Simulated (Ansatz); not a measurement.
This is a single-point calculation with Ansatz 0.2.0 on zincblende GaN; the level of theory is PBE. The cell was relaxed with r2SCAN and then strained (isotropic -3.0 % on every length), with the atoms relaxed again with r2SCAN; k points keep the names of the unstrained zone.

input.yaml:
```yaml
crystal:
  lattice:
    - [0.0, 2.1814839722, 2.1814839722]
    - [2.1814839722, 0.0, 2.1814839722]
    - [2.1814839722, 2.1814839722, 0.0]
  atoms:
    - { symbol: Ga, position: [0.0, 0.0, 0.0] }
    - { symbol: "N", position: [0.25, 0.25, 0.25] }
kpoints:
  mp_grid: { grid: [10, 10, 10] }
  band_path:
    path:
      - [0.0, 0.0, 0.0]
      - [-0.5, -0.5, 0.0]
      - [-0.375, -0.375, 0.25]
      - [-0.375, 0.0, 0.375]
      - [0.0, 0.0, 0.5]
      - [-0.5, -0.25, 0.25]
    npoints: 1
hamiltonian:
  xc: pbe
scf:
  occupations: { method: fermi_dirac, width: 0.02 }
  n_extra_bands: 4
output:
  forces: true
  stress: true
  eigenvalues: true
  write_density: true
  write_potential: true
  elf: true
  volumetric_format: npy
```

Command: `ansatz run input.yaml --threads 4 --pin off --max-ram 4608MiB --backend cpu --events-out ev --progress --plain --runs-dir out`. Wall time 1.1 s on 4 threads of Intel(R) Xeon(R) Platinum 8259CL CPU @ 2.50GHz (Skylake/Cascade Lake), with other jobs on the host, load about 0.8 per core; peak host memory 0.36 GiB.

The output, standing remarks left out:
```
Pseudopotential: Ga, paw, valence charge 13, recommended cutoff 420 eV (normal)
Pseudopotential: N, paw, valence charge 5, recommended cutoff 420 eV (normal)
Functional definition: PBE
Crystal: 2 atoms, lattice volume = 20.763 Å³
Basis set: ecut = 420 eV, 411 PW (Γ)
Bands: 13, of which v1, the nominal top of the filled ones, is band 9 counted from 1 (8 counted from 0)
Symmetry: 24 space group operations
Space group: F-43m (ITA 216)
k-points: 47 of 1000 (time reversal used)
SCF iter   1: HF=-4167.689548 eV  Δρ=9.61e-4  dr2=9.84e-5
preconditioner: auto → none  [insulator: Δε(μ)=2.340 eV  σ=0.020 eV  ℏωp=34.6 eV]
SCF iter   2: HF=-4167.689809 eV  Δρ=4.18e-4  dr2=1.64e-5
SCF iter   3: HF=-4167.689860 eV  Δρ=1.58e-4  dr2=2.69e-6
SCF iter   4: HF=-4167.689868 eV  Δρ=2.68e-5  dr2=7.92e-8
SCF iter   5: HF=-4167.689868 eV  Δρ=1.00e-5  dr2=7.46e-9
SCF iter   6: HF=-4167.689868 eV  Δρ=3.09e-7  dr2=3.26e-12
SCF 1 converged in 6 iterations: F = -4167.689868 eV  dr2 = 3.26e-12
SCF converged after 6 iterations
Free energy (F): -4167.689868 eV
Fermi energy:    12.394249 eV
--- Stress (GPa, compression-positive) ---
       28.286695       0.000000       0.000000
        0.000000      28.286695       0.000000
        0.000000       0.000000      28.286695
  P = ⅓ Tr σ = 28.2867 GPa (282.867 kbar)
--- Band table (eV; the first three rows and the last of 47) ---
  k-point 0: bands = […, -2.4104, -1.9826, -1.9826, 11.2137, 11.2137, 11.2137, 13.5525, 22.1434, 22.1434, 22.1434]
  k-point 1: bands = […, -2.3773, -1.9845, -1.9845, 10.1404, 11.0932, 11.0932, 14.3463, 21.6415, 22.3263, 22.3263]
  k-point 2: bands = […, -2.2286, -1.9834, -1.9834, 8.2064, 10.7962, 10.7962, 15.4480, 20.8339, 22.6017, 22.6017]
  k-point 46: bands = […, -1.9900, -1.9503, 0.0602, 5.0676, 7.1560, 7.1904, 17.2192, 20.3378, 22.7221, 22.8768]
```

The rows of the band table are 0: (0, 0, 0) = Γ, 1: (0, 0, 0.100), 2: (0, 0, 0.200), 46: (0.200, -1/2, -0.300).

Levels at the listed points, from bands.tsv (eV from the Fermi energy, bands near the gap, counted from 0):
```tsv
# k_distance	band_4	band_5	band_6	band_7	band_8	band_9	band_10	band_11	band_12
# fermi_ev = 12.394249
# [0, 0, 0] at k_distance = 0.000000
# [-0.5, -0.5, 0] at k_distance = 1.440117
# [-0.375, -0.375, 0.25] at k_distance = 1.949276
# [-0.375, 0, 0.375] at k_distance = 2.831164
# [0, 0, 0.5] at k_distance = 3.713052
# [-0.5, -0.25, 0.25] at k_distance = 4.731368
# levels_relative_to = fermi_ev
0.000	-14.377	-14.377	-1.181	-1.181	-1.181	1.158	9.749	9.749	9.749
1.440	-14.278	-12.692	-7.723	-4.245	-4.245	2.195	6.049	11.250	13.819
1.949	-14.328	-12.445	-7.467	-5.973	-3.643	3.969	7.466	10.555	12.482
2.831	-14.328	-12.445	-7.467	-5.973	-3.643	3.969	7.466	10.555	12.482
3.713	-14.316	-13.101	-8.892	-2.278	-2.278	4.131	8.019	9.684	9.684
4.731	-14.366	-12.297	-7.267	-5.329	-5.318	5.228	8.216	9.856	10.331
```
In order the rows are Γ, X, U, K, L, W.

Planar averages along the third cell vector, from rho_z.tsv and v_z.tsv (valence density with its augmentation; electrostatic potential energy of an electron, of which only differences have a meaning):

| z (Å) | ρ (e/Å³) | v_es (eV) |
| --- | --- | --- |
| 0.00 | 2.339 | 3.26 |
| 0.13 | 2.213 | 2.16 |
| 0.26 | 1.817 | 0.95 |
| 0.39 | 1.403 | -0.12 |
| 0.51 | 1.116 | -0.76 |
| 0.64 | 0.954 | -0.75 |
| 0.77 | 0.855 | 0.05 |
| 0.90 | 0.772 | 1.63 |
| 1.03 | 0.684 | 3.81 |
| 1.16 | 0.585 | 6.24 |
| 1.29 | 0.481 | 8.54 |
| 1.41 | 0.386 | 10.48 |
| 1.54 | 0.310 | 11.87 |
| 1.67 | 0.254 | 12.52 |
| 1.80 | 0.217 | 12.46 |
| 1.93 | 0.198 | 11.85 |
| 2.06 | 0.197 | 10.81 |
| 2.19 | 0.217 | 9.50 |
| 2.31 | 0.268 | 8.16 |
| 2.44 | 0.376 | 6.98 |
| 2.57 | 0.595 | 6.01 |
| 2.70 | 0.981 | 5.24 |
| 2.83 | 1.525 | 4.65 |
| 2.96 | 2.066 | 4.08 |

With PBE the gap is 2.34 eV and direct, at Γ. The gap is the least over the mesh and the extra points. At this geometry PBE finds +28.29 GPa, compression counted positive: its own equilibrium volume is larger.

(Simulation; spin polarisation is off.)
